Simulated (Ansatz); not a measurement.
# SnTe (zincblende type): from bands to localised orbitals, part 2 of 3

Where do the localised orbitals of SnTe (zincblende type) sit, how far are they spread, and how do the settings change that? Plan: PBE, anion s p, 4×4×4; PBE, anion s p, 6×6×6; PBE, anion p, 4×4×4; PBE, all s p, disentangled, 4×4×4; PBE, cation s and anion p, disentangled, 4×4×4; r2SCAN, anion s p, 4×4×4; r2SCAN, all s p, disentangled, 4×4×4; r2SCAN, anion p, 4×4×4; HSE06, anion s p, 4×4×4 (level, trial orbitals, Wannier mesh).

Ansatz 0.2.0; plane waves, PAW; no spin-orbit coupling unless a run is so named.

**5. PBE, all s p, disentangled, 4×4×4**

The input, input.yaml:

```yaml
crystal:
  lattice:
    - [0.0, 3.583984006, 3.583984006]
    - [3.583984006, 0.0, 3.583984006]
    - [3.583984006, 3.583984006, 0.0]
  atoms:
    - { symbol: Sn, position: [0.0, 0.0, 0.0] }
    - { symbol: Te, position: [0.25, 0.25, 0.25] }
kpoints:
  mp_grid: { grid: [6, 6, 6] }
  band_path:
    path:
      - [[0.0, 0.0, 0.0], [-0.5, -0.5, 1.066279597862e-34], [-0.375, -0.375, 0.25]]
      - [[-0.375, -1.661267684546e-17, 0.375], [0.0, 0.0, 0.0], [-5.204353890066e-19, -5.204353890066e-19, 0.5], [-0.5, -0.25, 0.25], [-0.5, -0.5, 1.066279597862e-34]]
    npoints: 10
hamiltonian:
  xc: pbe
scf:
  occupations: { method: fermi_dirac, width: 0.02 }
  n_extra_bands: 8
output:
  forces: false
  stress: false
  eigenvalues: true
  wannier:
    kmesh: [4, 4, 4]
    projections:
      - { species: Te, l: s, shell: 5 }
      - { species: Te, l: p, shell: 5 }
      - { species: Sn, l: s, shell: 5 }
      - { species: Sn, l: p, shell: 5 }
    minimise: true
    write_hr: true
    conv_tol: 1.0e-08
    max_iter: 3000
    disentanglement: { window: [-20.91, 21.32], frozen_window: [-2.91, 6.82] }
```

Launch:

```console
> ansatz run input.yaml --threads 4 --pin off --max-ram 3686MiB --backend cpu --events-out ev --progress --plain --runs-dir out
```

Standard output:

```text
Warning: RAYON_NUM_THREADS=4 ignored (pool sized by the plan → 4); use --threads N
scf.n_extra_bands = 8 over 15 filled bands (N_el = 30.0): the run solves 23 bands
Engine: ansatz 0.2.0, aarch64-unknown-linux-gnu
Pseudopotentials: kind: paw
Pseudopotential: Sn, paw, valence charge 14, recommended cutoff 420 eV (normal), Sn.paw.azcp
Pseudopotential: Te, paw, valence charge 16, recommended cutoff 420 eV (normal), Te.paw.azcp
Functional definition: PBE
  parameter kappa = 0.804
  parameter beta = 0.06672455060314922
  exchange = pbe_x(kappa = kappa, mu = beta*pi^2/3)
  correlation = pbe_c(beta = beta)
Crystal: 2 atoms, lattice volume = 92.072 Å³
Basis set: ecut = 420 eV, 1807 PW (Γ)
Bands: 23, of which v1, the nominal top of the filled ones, is band 15 counted from 1 (14 counted from 0)
Symmetry: 24 space group operations
Space group: F-43m (ITA 216), of the structure as read, at distance tolerance 4.5e-5 Å
k-points: 16 of 216 (time reversal used)
Non-local potential: Sn, projectors of the file, l = 0: 2, l = 1: 2, l = 2: 2, l = 3: 2
Non-local potential: Te, projectors of the file, l = 0: 2, l = 1: 2, l = 2: 2, l = 3: 2
PAW form: soft (Blöchl's): semilocal exchange-correlation on the pseudo side does not see the compensation charge
PAW one-centre angular grid: Sn, 590 points (default); XC on 64 Gauss nodes
PAW one-centre angular grid: Te, 590 points (default); XC on 64 Gauss nodes
Initial density: superposition of atomic densities (neutral atoms: chi_scale 0, normalization atom), corrected by the library's trained network
Initial wavefunctions: pseudopotential atomic-orbital guess
Functional: x = pbe(κ = 0.804, μ = 0.2195149727645171), c = pbe(β = 0.06672455060314922)
SCF iter   1: F=—  HF=-13004.247052 eV  |F-HF|=—  |Δ(HF+E_count)|=         —  Δρ=2.46e-3  dr2=1.60e-2  ethr=1.77e-3  ⟨swp⟩=7.4  Hψ=2034  notcnv=0  defer=1
preconditioner: auto → none  [insulator: Δε(μ)=0.274 eV  Ē_g=10.271 eV  σ=0.020 eV  W_gap=1.00  n_scr=14 (ndim 8)  ℏωp=12.2 eV  f_vac=0.188  D(μ)=0.01/eV (n_scr^D=0)  ε∞_Penn≈2.4]
SCF iter   2: F=—  HF=-13004.243211 eV  |F-HF|=—  |Δ(HF+E_count)|=   3.84e-3  Δρ=1.15e-3  dr2=2.51e-3  ethr=5.35e-5  ⟨swp⟩=4.0  Hψ=916  notcnv=0  defer=34
SCF iter   3: F=—  HF=-13004.242545 eV  |F-HF|=—  |Δ(HF+E_count)|=   6.66e-4  Δρ=4.90e-4  dr2=2.42e-4  ethr=8.37e-6  ⟨swp⟩=2.7  Hψ=618  notcnv=0  defer=34
SCF iter   4: F=—  HF=-13004.242709 eV  |F-HF|=—  |Δ(HF+E_count)|=   1.64e-4  Δρ=1.75e-4  dr2=2.69e-5  ethr=8.07e-7  ⟨swp⟩=2.0  Hψ=667  notcnv=0  defer=34
SCF iter   5: F=—  HF=-13004.242696 eV  |F-HF|=—  |Δ(HF+E_count)|=   1.27e-5  Δρ=6.38e-5  dr2=2.29e-6  ethr=8.98e-8  ⟨swp⟩=2.0  Hψ=485  notcnv=0  defer=34
SCF iter   6: F=—  HF=-13004.242697 eV  |F-HF|=—  |Δ(HF+E_count)|=   5.77e-7  Δρ=2.75e-5  dr2=5.51e-7  ethr=7.63e-9  ⟨swp⟩=2.0  Hψ=575  notcnv=0  defer=34
SCF iter   7: F=-13004.242697 eV  HF=-13004.242697 eV  |F-HF|=4.49e-8  |Δ(HF+E_count)|=   2.54e-7  Δρ=7.81e-6  dr2=4.38e-8  ethr=3.33e-10  ⟨swp⟩=6.1  Hψ=1681  notcnv=0
SCF 1 converged in 7 iterations: F = -13004.242697 eV  dr2 = 4.38e-8
NSCF: frozen V_eff on 62 k-points
NSCF: frozen V_eff on 10 k-points
the Wannier pass solved 10 of the 64 points of its mesh, and has the states at the others by symmetry: states obtained by the crystal's operations at points that were solved too leave a residual of 1.51e-13 eV (read by the count's bands and the next), within 6.67e-6 eV
NSCF: frozen V_eff on 10 k-points
the Wannier pass solved 10 of the 64 points of its mesh, and has the states at the others by symmetry: states obtained by the crystal's operations at points that were solved too leave a residual of 4.73e-13 eV (read by the count's bands and the next), within 6.67e-6 eV
NSCF: frozen V_eff on 10 k-points
the Wannier pass solved 10 of the 64 points of its mesh, and has the states at the others by symmetry: states obtained by the crystal's operations at points that were solved too leave a residual of 3.87e-13 eV (read by the count's bands and the next), within 6.67e-6 eV
SCF converged after 7 iterations
Free energy (F): -13004.242697 eV
Harris-Foulkes:  -13004.242697 eV  (|F-HF|=4.49e-8)
Internal energy: -13004.242645 eV  (E = F + TS)
E sigma→0 (E₀):  -13004.242671 eV
Entropy (-TS):   -0.000052 eV (-0.026 meV/atom)
Fermi energy:    5.218676 eV
--- Per-component energies (eV) ---
  E_band       = -477.490612
  E_kinetic    = 364.545873
  E_local      = -2992.863857  (includes V_loc(G=0)·N_el)
  E_nonlocal   = -343.288634
  E_hartree    = 1711.015933
  E_xc         = -506.770101
  E_vxc        = -199.393910  (∫ρ·V_xc dr)
  E_paw        = -8794.450451  (= ΣΔE_a)
  E_vpaw       = -728.530855  (= ΣTr[D̂ρ^β])
  E_aug_tail   = -0.000200  (compensation charges beyond the density's cutoff)
  E_ewald      = -2442.431208
  E_smearing   = -0.000052  (= −TS)
  E_closure    = 0.000000  (closes the sum)
  Σ components = -13004.242697   (vs F -13004.242697, Δ=0.00e0)
--- Band table (eV; the first three rows and the last of 16) ---
  k-point 0: bands = ["-31.4430", "-31.4430", "-31.4430", "-31.4405", "-31.4405", "-16.5785", "-16.5785", "-16.5785", "-16.5687", "-16.5687", "-6.4126", "0.1121", "3.2479", "3.2479", "3.2479", "6.2276", "6.2276", "6.2276", "9.3577", "11.7055", "11.7055", "12.8560", "12.8560"]
  k-point 1: bands = ["-31.4430", "-31.4429", "-31.4429", "-31.4405", "-31.4405", "-16.5788", "-16.5781", "-16.5781", "-16.5687", "-16.5687", "-6.2926", "-0.4546", "3.0814", "3.0814", "3.3702", "6.5040", "6.5045", "6.5045", "10.1468", "11.1814", "11.1814", "12.3809", "14.1331"]
  k-point 2: bands = ["-31.4429", "-31.4429", "-31.4429", "-31.4405", "-31.4405", "-16.5796", "-16.5773", "-16.5773", "-16.5686", "-16.5686", "-6.0133", "-1.3909", "2.8133", "2.8133", "3.2698", "6.9143", "6.9143", "7.6984", "10.7416", "11.3278", "11.3278", "12.6587", "15.1152"]
  k-point 15: bands = ["-31.4430", "-31.4429", "-31.4428", "-31.4405", "-31.4404", "-16.5815", "-16.5761", "-16.5753", "-16.5693", "-16.5681", "-5.6105", "-2.1819", "1.8134", "1.8859", "5.0918", "6.0944", "8.0801", "8.6002", "10.6071", "11.6233", "13.1953", "13.2207", "15.5916"]
Wannier search: line search 1 of at most 3000: gauge-dependent spread (as the search counts it) 6.4997351 Å², largest recent change 9.3e-1 Å² and fall left 3.1e-3 Å² against conv_tol 1.0e-8 Å², 0 stops escaped
WARN: <dir> by an estimate from the overlaps, the levels of the selected subspace lie 0.029 eV from the frozen bands on average, midway between mesh points. Up to 0.02 eV counts as a good interpolation. More projections, another frozen window or a finer output.wannier.kmesh can bring them closer
```

Wall time 5.5 s (4 threads of Arm Neoverse V2, shared host); peak memory 0.38 GiB.

wannier.win, as written (k points left out):

```
! ansatz wannier90 interface
! projections by site (counted from 0) and shell: 1 5S, 1 5P, 0 5S, 0 5P
! states of the run's bands (counted from 1): 1-5, 11-34
num_bands = 29
num_wann  = 8
num_iter  = 2000
conv_tol = 1e-8
conv_window = 5
dis_win_min = -20.91
dis_win_max = 21.32
dis_froz_min = -2.91
dis_froz_max = 6.82
dis_num_iter = 10000
guiding_centres = true
write_hr = true

begin unit_cell_cart
Ang
  0.0  3.583984006  3.583984006
  3.583984006  0.0  3.583984006
  3.583984006  3.583984006  0.0
end unit_cell_cart

begin atoms_frac
Sn  0.0  0.0  0.0
Te  0.25  0.25  0.25
end atoms_frac

mp_grid = 4 4 4
```

The windows are typed on the program's own energy scale, on which the last band filled by count tops at 5.30 eV.

The head of wannier.spreads.toml:

```toml
omega_i_ang2 = 12.604469572984101
omega_d_ang2 = 0.0249449153951638
omega_od_ang2 = 2.5022458541720467
omega_total_ang2 = 15.131660342551312
least_projectability = 0.942290227267725
b_vectors_match_mmn = true
n_iter = 27
converged = true
rejected_fitted_steps = 0
dis_converged = true
dis_n_iter = 104
dis_n_moved = 0
dis_level_miss = 0.029366358399823933
```

The functions (centres in Å, on-site energies from the highest level of the last filled band):

```tsv
n	x	y	z	spread (Å²)	on-site (eV)	nearest atoms	distance (Å)
1	2.188	1.396	1.396	1.661	-3.497	Te2	0.69
2	2.188	2.188	2.188	1.661	-3.497	Te2	0.69
3	1.396	2.188	1.396	1.661	-3.497	Te2	0.69
4	1.396	1.396	2.188	1.661	-3.497	Te2	0.69
5	-0.465	0.465	0.465	2.121	-1.075	Sn1	0.80
6	0.465	0.465	-0.465	2.121	-1.075	Sn1	0.80
7	0.465	-0.465	0.465	2.121	-1.075	Sn1	0.80
8	-0.465	-0.465	-0.465	2.121	-1.075	Sn1	0.80
```

The largest hoppings ⟨m, 0|H|n, R⟩, one of each Hermitian pair (moduli):

```tsv
m	n	R	distance (Å)	|t| (eV)
3	4	0 0 0	1.12	2.309
1	3	0 0 0	1.12	2.309
1	4	0 0 0	1.12	2.309
2	3	0 0 0	1.12	2.309
2	4	0 0 0	1.12	2.309
1	2	0 0 0	1.12	2.309
6	7	0 0 0	1.31	1.832
6	8	0 0 0	1.31	1.832
7	8	0 0 0	1.31	1.832
5	6	0 0 0	1.31	1.832
5	7	0 0 0	1.31	1.832
5	8	0 0 0	1.31	1.832
1	7	0 0 1	2.70	0.757
4	8	0 1 0	2.70	0.757
```

Interpolated bands at the corners of the path, eV from the highest level of the last filled band:

```tsv
point	e1	e2	e3	e4	e5	e6	e7	e8
Γ	-11.30	-5.18	-2.05	-2.05	-2.05	0.93	0.93	0.93
X	-10.79	-7.49	-3.27	-3.27	-0.75	0.02	3.94	3.94
U	-10.80	-7.44	-3.62	-3.08	-0.61	1.05	3.29	3.53
K	-10.80	-7.44	-3.62	-3.08	-0.61	1.05	3.29	3.53
Γ	-11.30	-5.18	-2.05	-2.05	-2.05	0.93	0.93	0.93
L	-10.95	-7.12	-2.59	-2.59	-2.13	1.80	1.80	3.56
W	-10.78	-7.47	-3.54	-3.45	0.00	1.31	2.57	3.70
X	-10.79	-7.49	-3.27	-3.27	-0.75	0.02	3.94	3.94
```

Along the path each interpolated band stays within 0.40, 0.02, 0.09, 0.05, 0.06, 0.11, 0.40, 0.63 eV of the nearest computed level, from the lowest band up; bands outside the frozen window needn't match, and between the mesh's points a coarse mesh lets the others stray too.

**6. PBE, cation s and anion p, disentangled, 4×4×4**

input.yaml, as its differences from that of step 5:

```diff
@@ -19,3 +19,3 @@
   occupations: { method: fermi_dirac, width: 0.02 }
-  n_extra_bands: 8
+  n_extra_bands: 6
 output:
@@ -26,7 +26,3 @@
     kmesh: [4, 4, 4]
-    projections:
-      - { species: Te, l: s, shell: 5 }
-      - { species: Te, l: p, shell: 5 }
-      - { species: Sn, l: s, shell: 5 }
-      - { species: Sn, l: p, shell: 5 }
+    projections: [{ species: Sn, l: s, shell: 5 }, { species: Te, l: p, shell: 5 }]
     minimise: true
@@ -35,2 +31,2 @@
     max_iter: 3000
-    disentanglement: { window: [-20.91, 21.32], frozen_window: [-2.91, 6.82] }
+    disentanglement: { window: [-4.91, 17.32], frozen_window: [3.09, 5.82] }
```

Launch:

```console
> ansatz run input.yaml --threads 4 --pin off --max-ram 3686MiB --backend cpu --events-out ev --progress --plain --runs-dir out
```

Standard output:

```text
Warning: RAYON_NUM_THREADS=4 ignored (pool sized by the plan → 4); use --threads N
scf.n_extra_bands = 6 over 15 filled bands (N_el = 30.0): the run solves 21 bands
Engine: ansatz 0.2.0, aarch64-unknown-linux-gnu
Pseudopotentials: kind: paw
Pseudopotential: Sn, paw, valence charge 14, recommended cutoff 420 eV (normal), Sn.paw.azcp
Pseudopotential: Te, paw, valence charge 16, recommended cutoff 420 eV (normal), Te.paw.azcp
Functional definition: PBE
  parameter kappa = 0.804
  parameter beta = 0.06672455060314922
  exchange = pbe_x(kappa = kappa, mu = beta*pi^2/3)
  correlation = pbe_c(beta = beta)
Crystal: 2 atoms, lattice volume = 92.072 Å³
Basis set: ecut = 420 eV, 1807 PW (Γ)
Bands: 21, of which v1, the nominal top of the filled ones, is band 15 counted from 1 (14 counted from 0)
Symmetry: 24 space group operations
Space group: F-43m (ITA 216), of the structure as read, at distance tolerance 4.5e-5 Å
k-points: 16 of 216 (time reversal used)
Non-local potential: Sn, projectors of the file, l = 0: 2, l = 1: 2, l = 2: 2, l = 3: 2
Non-local potential: Te, projectors of the file, l = 0: 2, l = 1: 2, l = 2: 2, l = 3: 2
PAW form: soft (Blöchl's): semilocal exchange-correlation on the pseudo side does not see the compensation charge
PAW one-centre angular grid: Sn, 590 points (default); XC on 64 Gauss nodes
PAW one-centre angular grid: Te, 590 points (default); XC on 64 Gauss nodes
Initial density: superposition of atomic densities (neutral atoms: chi_scale 0, normalization atom), corrected by the library's trained network
Initial wavefunctions: pseudopotential atomic-orbital guess
Functional: x = pbe(κ = 0.804, μ = 0.2195149727645171), c = pbe(β = 0.06672455060314922)
SCF iter   1: F=—  HF=-13004.247082 eV  |F-HF|=—  |Δ(HF+E_count)|=         —  Δρ=2.47e-3  dr2=1.61e-2  ethr=1.77e-3  ⟨swp⟩=7.2  Hψ=1854  notcnv=0
preconditioner: auto → none  [insulator: Δε(μ)=0.274 eV  Ē_g=9.138 eV  σ=0.020 eV  W_gap=1.00  n_scr=14 (ndim 8)  ℏωp=12.2 eV  f_vac=0.188  D(μ)=0.01/eV (n_scr^D=0)  ε∞_Penn≈2.8]
SCF iter   2: F=—  HF=-13004.243197 eV  |F-HF|=—  |Δ(HF+E_count)|=   3.88e-3  Δρ=1.14e-3  dr2=2.49e-3  ethr=5.37e-5  ⟨swp⟩=4.0  Hψ=837  notcnv=0  defer=25
SCF iter   3: F=—  HF=-13004.242539 eV  |F-HF|=—  |Δ(HF+E_count)|=   6.59e-4  Δρ=4.85e-4  dr2=2.34e-4  ethr=8.29e-6  ⟨swp⟩=2.6  Hψ=562  notcnv=0  defer=25
SCF iter   4: F=—  HF=-13004.242701 eV  |F-HF|=—  |Δ(HF+E_count)|=   1.62e-4  Δρ=1.66e-4  dr2=2.49e-5  ethr=7.80e-7  ⟨swp⟩=2.0  Hψ=622  notcnv=0  defer=25
SCF iter   5: F=—  HF=-13004.242696 eV  |F-HF|=—  |Δ(HF+E_count)|=   5.11e-6  Δρ=6.19e-5  dr2=2.15e-6  ethr=8.31e-8  ⟨swp⟩=2.0  Hψ=465  notcnv=0  defer=25
SCF iter   6: F=—  HF=-13004.242697 eV  |F-HF|=—  |Δ(HF+E_count)|=   8.53e-7  Δρ=2.75e-5  dr2=5.35e-7  ethr=7.17e-9  ⟨swp⟩=2.0  Hψ=552  notcnv=0  defer=25
SCF iter   7: F=-13004.242697 eV  HF=-13004.242697 eV  |F-HF|=4.80e-8  |Δ(HF+E_count)|=   2.85e-7  Δρ=7.77e-6  dr2=4.23e-8  ethr=3.33e-10  ⟨swp⟩=5.7  Hψ=1410  notcnv=0
SCF 1 converged in 7 iterations: F = -13004.242697 eV  dr2 = 4.23e-8
NSCF: frozen V_eff on 62 k-points
NSCF: frozen V_eff on 10 k-points
the Wannier pass solved 10 of the 64 points of its mesh, and has the states at the others by symmetry: states obtained by the crystal's operations at points that were solved too leave a residual of 2.01e-13 eV (read by the count's bands and the next), within 6.67e-6 eV
NSCF: frozen V_eff on 10 k-points
the Wannier pass solved 10 of the 64 points of its mesh, and has the states at the others by symmetry: states obtained by the crystal's operations at points that were solved too leave a residual of 2.36e-13 eV (read by the count's bands and the next), within 6.67e-6 eV
NSCF: frozen V_eff on 10 k-points
the Wannier pass solved 10 of the 64 points of its mesh, and has the states at the others by symmetry: states obtained by the crystal's operations at points that were solved too leave a residual of 2.46e-13 eV (read by the count's bands and the next), within 6.67e-6 eV
SCF converged after 7 iterations
Free energy (F): -13004.242697 eV
Harris-Foulkes:  -13004.242697 eV  (|F-HF|=4.80e-8)
Internal energy: -13004.242645 eV  (E = F + TS)
E sigma→0 (E₀):  -13004.242671 eV
Entropy (-TS):   -0.000052 eV (-0.026 meV/atom)
Fermi energy:    5.218689 eV
--- Per-component energies (eV) ---
  E_band       = -477.489968
  E_kinetic    = 364.545844
  E_local      = -2992.863458  (includes V_loc(G=0)·N_el)
  E_nonlocal   = -343.288669
  E_hartree    = 1711.015548
  E_xc         = -506.770085
  E_vxc        = -199.393893  (∫ρ·V_xc dr)
  E_paw        = -8794.450417  (= ΣΔE_a)
  E_vpaw       = -728.530796  (= ΣTr[D̂ρ^β])
  E_aug_tail   = -0.000200  (compensation charges beyond the density's cutoff)
  E_ewald      = -2442.431208
  E_smearing   = -0.000052  (= −TS)
  E_closure    = 0.000000  (closes the sum)
  Σ components = -13004.242697   (vs F -13004.242697, Δ=0.00e0)
--- Band table (eV; the first three rows and the last of 16) ---
  k-point 0: bands = ["-31.4429", "-31.4429", "-31.4429", "-31.4405", "-31.4405", "-16.5784", "-16.5784", "-16.5784", "-16.5687", "-16.5687", "-6.4126", "0.1122", "3.2479", "3.2479", "3.2479", "6.2276", "6.2276", "6.2276", "9.3577", "11.7055", "11.7055"]
  k-point 1: bands = ["-31.4429", "-31.4429", "-31.4429", "-31.4405", "-31.4405", "-16.5788", "-16.5780", "-16.5780", "-16.5686", "-16.5686", "-6.2926", "-0.4546", "3.0814", "3.0814", "3.3703", "6.5040", "6.5045", "6.5045", "10.1468", "11.1814", "11.1814"]
  k-point 2: bands = ["-31.4429", "-31.4429", "-31.4429", "-31.4405", "-31.4405", "-16.5796", "-16.5773", "-16.5773", "-16.5686", "-16.5686", "-6.0133", "-1.3909", "2.8133", "2.8133", "3.2698", "6.9143", "6.9143", "7.6984", "10.7416", "11.3278", "11.3278"]
  k-point 15: bands = ["-31.4430", "-31.4428", "-31.4428", "-31.4405", "-31.4404", "-16.5815", "-16.5761", "-16.5752", "-16.5692", "-16.5681", "-5.6105", "-2.1819", "1.8134", "1.8859", "5.0918", "6.0944", "8.0801", "8.6002", "10.6071", "11.6233", "13.1953"]
Wannier search: line search 1 of at most 3000: gauge-dependent spread (as the search counts it) 33.2141469 Å², largest recent change 6.0e0 Å² and fall left 2.7e0 Å² against conv_tol 1.0e-8 Å², 0 stops escaped
Wannier search: line search 100 of at most 3000: gauge-dependent spread (as the search counts it) 5.3257052 Å², largest recent change 1.9e-3 Å² and fall left 1.3e-2 Å² against conv_tol 1.0e-8 Å², 0 stops escaped
Wannier search: line search 200 of at most 3000: gauge-dependent spread (as the search counts it) 5.2861509 Å², largest recent change 4.9e-4 Å² and fall left 1.3e-2 Å² against conv_tol 1.0e-8 Å², 0 stops escaped
Wannier search: line search 300 of at most 3000: gauge-dependent spread (as the search counts it) 5.2197522 Å², largest recent change 4.7e-4 Å² and fall left 1.3e-2 Å² against conv_tol 1.0e-8 Å², 0 stops escaped
Wannier search: line search 400 of at most 3000: gauge-dependent spread (as the search counts it) 5.1799883 Å², largest recent change 1.7e-4 Å² and fall left 3.2e-3 Å² against conv_tol 1.0e-8 Å², 0 stops escaped
Wannier search: line search 500 of at most 3000: gauge-dependent spread (as the search counts it) 5.1787143 Å², largest recent change 2.0e-7 Å² and fall left 2.7e-6 Å² against conv_tol 1.0e-8 Å², 0 stops escaped
Wannier search: line search 600 of at most 3000: gauge-dependent spread (as the search counts it) 5.1787735 Å², largest recent change 4.3e-5 Å² and fall left 1.2e-4 Å² against conv_tol 1.0e-8 Å², 0 stops escaped
WARN: <dir> by an estimate from the overlaps, the levels of the selected subspace lie 0.311 eV from the frozen bands on average, midway between mesh points. Up to 0.02 eV counts as a good interpolation. More projections, another frozen window or a finer output.wannier.kmesh can bring them closer
WARN: <dir> 6 periodic images of 6 elements of H(R) lie 4.88e-4 to 1.95e-3 Å beyond their element's nearest image, near the 9.77e-4 Å window within which an element is shared among its images; whether they share it moves the interpolated H(k) by 3.1e-2 eV (Frobenius norm, root mean square over the Brillouin zone); at the model's own mesh points H(k) does not change
```

Run time: 5.5 s. Hardware: 4 threads of Arm Neoverse V2, shared host; peak memory 0.38 GiB.

wannier.win, as written (k points left out):

```
! ansatz wannier90 interface
! projections by site (counted from 0) and shell: 0 5S, 1 5P
! states of the run's bands (counted from 1): 1-27
num_bands = 27
num_wann  = 4
num_iter  = 2000
conv_tol = 1e-8
conv_window = 5
dis_win_min = -4.91
dis_win_max = 17.32
dis_froz_min = 3.09
dis_froz_max = 5.82
dis_num_iter = 10000
guiding_centres = true
write_hr = true

begin unit_cell_cart
Ang
  0.0  3.583984006  3.583984006
  3.583984006  0.0  3.583984006
  3.583984006  3.583984006  0.0
end unit_cell_cart

begin atoms_frac
Sn  0.0  0.0  0.0
Te  0.25  0.25  0.25
end atoms_frac

mp_grid = 4 4 4
```

The windows are typed on the program's own energy scale, on which the last band filled by count tops at 5.30 eV.

The head of wannier.spreads.toml:

```toml
omega_i_ang2 = 15.298830377883078
omega_d_ang2 = 0.6295803722954866
omega_od_ang2 = 4.557361894240777
omega_total_ang2 = 20.48577264441934
least_projectability = 3.621809006603404e-23
b_vectors_match_mmn = true
n_iter = 682
converged = true
rejected_fitted_steps = 10
dis_converged = true
dis_n_iter = 270
dis_n_moved = 1
dis_level_miss = 0.31125750580554523
```

The functions (centres in Å, on-site energies from the highest level of the last filled band):

```tsv
n	x	y	z	spread (Å²)	on-site (eV)	nearest atoms	distance (Å)
1	0.006	-0.001	-0.002	2.974	-5.305	Sn1	0.01
2	1.857	1.736	1.776	5.301	-2.382	Te2	0.09
3	1.779	1.811	1.789	6.525	-2.376	Te2	0.02
4	1.832	1.769	1.847	5.686	-2.397	Te2	0.07
```

The largest hoppings ⟨m, 0|H|n, R⟩, one of each Hermitian pair (moduli):

```tsv
m	n	R	distance (Å)	|t| (eV)
4	1	0 0 1	3.13	1.031
1	4	0 0 0	3.14	1.011
3	1	1 0 0	3.08	0.925
2	1	0 1 0	3.05	0.917
3	1	0 1 0	3.13	0.881
2	1	1 0 0	3.18	0.849
3	1	0 0 1	3.10	0.697
1	2	0 0 0	3.10	0.592
```

Interpolated bands at the corners of the path, eV from the highest level of the last filled band:

```tsv
point	e1	e2	e3	e4
Γ	-5.08	-2.05	-2.05	-2.05
X	-7.42	-2.44	-0.75	0.02
U	-7.50	-2.94	-2.02	-0.57
K	-7.42	-2.93	-2.05	-0.62
Γ	-5.08	-2.05	-2.05	-2.05
L	-6.96	-2.28	-2.13	-2.10
W	-7.40	-2.67	-2.62	0.00
X	-7.42	-2.44	-0.75	0.02
```

Along the path each interpolated band stays within 0.31, 0.93, 1.38, 0.68 eV of the nearest computed level, from the lowest band up; bands outside the frozen window needn't match, and between the mesh's points a coarse mesh lets the others stray too.

Misses of an eV or more mean that the model does not follow those bands.

The least projectability is 0.00: some state is hardly reached by the trial orbitals.

(Part 2 of 3 ends here.)
